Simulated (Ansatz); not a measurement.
Runs of Ansatz 0.2.0 on MgB2. It takes space group P6/mmm (No. 191, hexagonal). The conventional cell has a = 3.085 Å, b = 3.085 Å, c = 3.523 Å, α = 90.00°, β = 90.00°, γ = 120.00°. Mg (site symmetry 6/mmm) has 12 B at 2.51 Å as nearest neighbours. B (site symmetry -6m2) has 3 B at 1.78 Å as nearest neighbours. 

```csv
task,level,cell,points for each segment of the path,gap on the mesh (eV),pressure (GPa),relaxed volume (Å³/atom)
band structure,PBEsol,as given,14,none,-3.0,-
band structure,RPBE,as given,14,none,(b),-
band structure,revPBE,as given,14,none,1.8,-
relaxation of cell and atoms,LDA,relaxed,-,none,0.0,9.18
relaxation of cell and atoms,RPBE,relaxed,-,-,0.0,(a)
relaxation of cell and atoms,PBEsol,relaxed,-,-,0.0,9.47
```

Alike in all rows: potentials or basis Ansatz PAW; no spin polarisation; k mesh 10 × 10 × 8; cutoff (eV) 420; smearing fermi-dirac 0.05 eV.

Problem. Fill in the values left out.

Solution. (a) 9.84; (b) 2.5.

Caveats: the PAW data sets come from PBE, with cores solved anew for the run's functional, which leaves a small shift of forces and pressure; the plane-wave basis is chosen anew once the cell has moved, so the energies of steps on either side of that aren't comparable (some runs).

A gap of «none» marks a metal or a gap under the smearing width.
